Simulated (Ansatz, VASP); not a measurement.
# GaN: VASP beside Ansatz

```
Ga N
1.0
     0.00000    2.22415    2.22415
     2.22415    0.00000    2.22415
     2.22415    2.22415    0.00000
Ga N
1 1
Direct
  0.00000 0.00000 0.00000
  0.25000 0.25000 0.25000
```

Alike in both runs: functional LDA; k mesh 10 × 10 × 10; no spin polarisation.

Ansatz relaxed the structure, and its values are those at the end. VASP's run is a single point on that final structure, the one shown.

|  | VASP | Ansatz |
| --- | --- | --- |
| version | VASP 6.6.1 | Ansatz 0.2.0 |
| potentials or method | VASP PAW LDA potentials, release 64 (Ga_d, N) | PAW with Ansatz's default frozen-core files, scalar-relativistic |
| plane-wave cutoff (eV) | 520 | 420 |
| occupations | gaussian, width 0.01 eV | fixed |
| valence electrons in the cell | 18 | 18 |

```csv
,VASP,Ansatz,Ansatz less VASP
gap on the k mesh at the Fermi level (eV),2.00,1.99,-0.017
pressure (GPa),2.1,1.0,-1.14
```
